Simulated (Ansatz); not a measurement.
Steps from a short run of molecular dynamics on a 2×2×2 supercell (16 atoms) of CaO (Fm-3m), relaxed with r2SCAN; forces from PBEsol in Ansatz, 2×2×2 mesh, Fermi-Dirac smearing of 0.026 eV, Langevin thermostat and barostat (NPT), set at 300 K. Classical nuclei, no spin polarisation; a few dozen steps show the first response, not equilibrium.

**Question.** At 4 fs the positions in Å are
```
cell (Å): 0.000 4.794 4.794; 4.794 0.000 4.794; 4.794 4.794 0.000
Ca   0.002  -0.001   0.004
O    2.395   2.414   2.406
Ca   2.394   2.405  -0.004
O    4.775   4.788   2.402
Ca   2.398  -0.010   2.404
O    4.812   2.400   4.791
Ca   4.784   2.397   2.390
O    7.187   4.802   4.801
Ca   0.001   2.389   2.385
O    2.430   4.799   4.793
Ca   2.404   4.795   2.395
O    4.818   7.211   4.783
Ca   2.378   2.413   4.795
O    4.793   4.778   7.215
Ca   4.795   4.774   4.780
O    7.174   7.213   7.222
```
What are the forces, and how far does the free energy (smearing included) lie above that of step 0, with the atoms on their sites?

**Answer.** 1.3 meV an atom; forces in eV/Å:
```
cell (Å), as above: 0.000 4.794 4.794; 4.794 0.000 4.794; 4.794 4.794 0.000
Ca  -0.005   0.034  -0.104
O    0.005  -0.110  -0.046
Ca   0.083  -0.060   0.031
O    0.127   0.039  -0.052
Ca   0.062   0.106   0.000
O   -0.100  -0.031   0.040
Ca   0.018  -0.089   0.056
O    0.039   0.015  -0.013
Ca   0.008   0.112   0.122
O   -0.156   0.001   0.079
Ca  -0.135   0.024   0.039
O   -0.111  -0.106   0.088
Ca   0.110  -0.089  -0.034
O   -0.025   0.093  -0.144
Ca   0.006   0.150   0.131
O    0.074  -0.087  -0.193
```

**Question.** At 12 fs the positions in Å are
```
cell (Å): 0.000 4.786 4.786; 4.786 0.000 4.786; 4.786 4.786 0.000
Ca   0.010   0.003   0.013
O    2.380   2.446   2.424
Ca   2.379   2.420  -0.014
O    4.729   4.763   2.418
Ca   2.398  -0.027   2.419
O    4.833   2.392   4.794
Ca   4.770   2.392   2.368
O    7.156   4.816   4.803
Ca   0.001   2.377   2.369
O    2.491   4.793   4.793
Ca   2.405   4.797   2.390
O    4.843   7.235   4.740
Ca   2.342   2.437   4.794
O    4.783   4.737   7.249
Ca   4.790   4.729   4.753
O    7.132   7.231   7.260
```
What are the forces, and how far does the free energy (smearing included) lie above that of step 0, with the atoms on their sites?

**Answer.** 10.8 meV an atom; forces in eV/Å:
```
cell (Å), as above: 0.000 4.786 4.786; 4.786 0.000 4.786; 4.786 4.786 0.000
Ca  -0.069   0.079  -0.211
O    0.094  -0.318  -0.172
Ca   0.263  -0.187   0.230
O    0.384   0.093  -0.229
Ca   0.134   0.362  -0.035
O   -0.235  -0.070  -0.011
Ca  -0.107  -0.192   0.182
O    0.180  -0.021  -0.013
Ca   0.062   0.212   0.303
O   -0.526   0.074   0.191
Ca  -0.292  -0.041   0.125
O   -0.328  -0.256   0.388
Ca   0.350  -0.247  -0.175
O   -0.069   0.331  -0.355
Ca   0.015   0.393   0.289
O    0.144  -0.212  -0.506
```

**Question.** At 24 fs the positions in Å are
```
cell (Å): 0.000 4.777 4.777; 4.777 0.000 4.777; 4.777 4.777 0.000
Ca   0.025   0.015   0.022
O    2.363   2.458   2.438
Ca   2.372   2.434  -0.027
O    4.724   4.752   2.424
Ca   2.408  -0.041   2.452
O    4.850   2.396   4.796
Ca   4.731   2.395   2.328
O    7.116   4.831   4.821
Ca   0.005   2.363   2.354
O    2.530   4.776   4.803
Ca   2.396   4.791   2.372
O    4.856   7.240   4.700
Ca   2.310   2.462   4.793
O    4.741   4.741   7.302
Ca   4.795   4.669   4.736
O    7.116   7.217   7.279
```
What are the forces, and how far does the free energy (smearing included) lie above that of step 0, with the atoms on their sites?

**Answer.** 25.6 meV an atom; forces in eV/Å:
```
cell (Å), as above: 0.000 4.777 4.777; 4.777 0.000 4.777; 4.777 4.777 0.000
Ca  -0.077   0.151  -0.211
O    0.189  -0.334  -0.289
Ca   0.409  -0.461   0.382
O    0.340   0.040  -0.320
Ca   0.080   0.549  -0.224
O   -0.342  -0.182  -0.066
Ca   0.020  -0.328   0.389
O    0.363  -0.135  -0.051
Ca   0.046   0.247   0.507
O   -0.767   0.175   0.198
Ca  -0.319   0.057   0.373
O   -0.554  -0.249   0.653
Ca   0.574  -0.415  -0.227
O    0.124   0.298  -0.684
Ca  -0.162   0.787   0.316
O    0.077  -0.201  -0.747
```

**Question.** At 40 fs the positions in Å are
```
cell (Å): 0.000 4.790 4.790; 4.790 0.000 4.790; 4.790 4.790 0.000
Ca   0.028   0.044   0.015
O    2.353   2.427   2.442
Ca   2.398   2.419  -0.037
O    4.777   4.783   2.429
Ca   2.456  -0.035   2.496
O    4.847   2.415   4.827
Ca   4.709   2.397   2.301
O    7.119   4.856   4.863
Ca   0.000   2.380   2.396
O    2.499   4.781   4.869
Ca   2.388   4.816   2.387
O    4.801   7.212   4.754
Ca   2.299   2.464   4.806
O    4.709   4.804   7.326
Ca   4.835   4.657   4.767
O    7.166   7.190   7.259
```
What are the forces, and how far does the free energy (smearing included) lie above that of step 0, with the atoms on their sites?

**Answer.** 23.0 meV an atom; forces in eV/Å:
```
cell (Å), as above: 0.000 4.790 4.790; 4.790 0.000 4.790; 4.790 4.790 0.000
Ca  -0.011   0.122   0.233
O    0.214   0.016  -0.157
Ca   0.112  -0.486   0.437
O   -0.027  -0.108  -0.188
Ca  -0.536   0.411  -0.552
O   -0.231  -0.303  -0.120
Ca   0.238  -0.080   0.585
O    0.477  -0.284  -0.103
Ca   0.061  -0.069   0.173
O   -0.569   0.136  -0.174
Ca  -0.019  -0.015   0.340
O   -0.194   0.105   0.349
Ca   0.565  -0.316  -0.029
O    0.577  -0.011  -0.537
Ca  -0.580   0.879   0.110
O   -0.078   0.003  -0.370
```

**Question.** At 44 fs the positions in Å are
```
cell (Å): 0.000 4.794 4.794; 4.794 0.000 4.794; 4.794 4.794 0.000
Ca   0.026   0.047   0.011
O    2.345   2.411   2.432
Ca   2.406   2.409  -0.034
O    4.791   4.788   2.422
Ca   2.467  -0.032   2.504
O    4.844   2.411   4.836
Ca   4.706   2.399   2.298
O    7.128   4.860   4.877
Ca  -0.002   2.391   2.412
O    2.480   4.789   4.887
Ca   2.386   4.820   2.395
O    4.797   7.202   4.781
Ca   2.304   2.463   4.813
O    4.709   4.824   7.315
Ca   4.846   4.661   4.778
O    7.178   7.184   7.239
```
What are the forces, and how far does the free energy (smearing included) lie above that of step 0, with the atoms on their sites?

**Answer.** 22.1 meV an atom; forces in eV/Å:
```
cell (Å), as above: 0.000 4.794 4.794; 4.794 0.000 4.794; 4.794 4.794 0.000
Ca   0.013   0.171   0.372
O    0.248   0.140  -0.060
Ca  -0.025  -0.455   0.412
O   -0.121  -0.113  -0.068
Ca  -0.719   0.374  -0.619
O   -0.198  -0.226  -0.142
Ca   0.296  -0.016   0.646
O    0.453  -0.333  -0.169
Ca   0.075  -0.227   0.012
O   -0.442   0.077  -0.309
Ca   0.066  -0.004   0.270
O   -0.159   0.170   0.140
Ca   0.566  -0.294   0.022
O    0.649  -0.136  -0.415
Ca  -0.627   0.815   0.055
O   -0.076   0.056  -0.148
```

**Question.** At 48 fs the positions in Å are
```
cell (Å): 0.000 4.796 4.796; 4.796 0.000 4.796; 4.796 4.796 0.000
Ca   0.026   0.050   0.001
O    2.342   2.398   2.426
Ca   2.413   2.399  -0.031
O    4.801   4.791   2.417
Ca   2.473  -0.026   2.509
O    4.843   2.402   4.842
Ca   4.704   2.403   2.294
O    7.137   4.859   4.891
Ca  -0.001   2.399   2.428
O    2.459   4.800   4.903
Ca   2.382   4.821   2.405
O    4.791   7.195   4.806
Ca   2.309   2.457   4.816
O    4.717   4.842   7.294
Ca   4.851   4.668   4.788
O    7.191   7.173   7.211
```
What are the forces, and how far does the free energy (smearing included) lie above that of step 0, with the atoms on their sites?

**Answer.** 21.9 meV an atom; forces in eV/Å:
```
cell (Å), as above: 0.000 4.796 4.796; 4.796 0.000 4.796; 4.796 4.796 0.000
Ca   0.003   0.197   0.531
O    0.259   0.211   0.017
Ca  -0.150  -0.391   0.378
O   -0.163  -0.113   0.041
Ca  -0.817   0.297  -0.673
O   -0.180  -0.105  -0.170
Ca   0.366   0.043   0.699
O    0.414  -0.362  -0.273
Ca   0.056  -0.355  -0.165
O   -0.317  -0.003  -0.423
Ca   0.154   0.027   0.155
O   -0.115   0.208  -0.091
Ca   0.563  -0.260   0.108
O    0.617  -0.260  -0.263
Ca  -0.617   0.712   0.025
O   -0.074   0.152   0.104
```
